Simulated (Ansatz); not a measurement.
Crystal: Fe2Si.

```
Fe Si
1.0
    -1.34748    1.34748    4.45257
     1.34748   -1.34748    4.45257
     1.34748    1.34748   -4.45257
Fe Si
2 1
Direct
  0.66037 0.66037 0.00000
  0.33963 0.33963 0.00000
  0.00000 0.00000 0.00000
```

The cell comes from a database or a generator and needn't be the stable form of this composition.

Program: Ansatz 0.2.0. Alike in all runs: task single point; level PBEsol; potentials or basis Ansatz PAW; cell as given; cutoff (eV) 420; smearing fermi-dirac 0.05 eV. Hardware: 2 threads of AMD EPYC 7R43 64-Core Processor (Zen 3), with other jobs on the host.

Task: Order these runs on this cell by their wall time, lowest first.
A. spin off; k mesh 14 × 14 × 14
B. spin collinear, ferromagnetic start; k mesh 14 × 14 × 14
C. spin non-collinear, random start; k mesh 10 × 10 × 10

Result: A (3.3 s), B (12 s), C (29 s).

Caveats: the starting moments weren't kept (some runs).
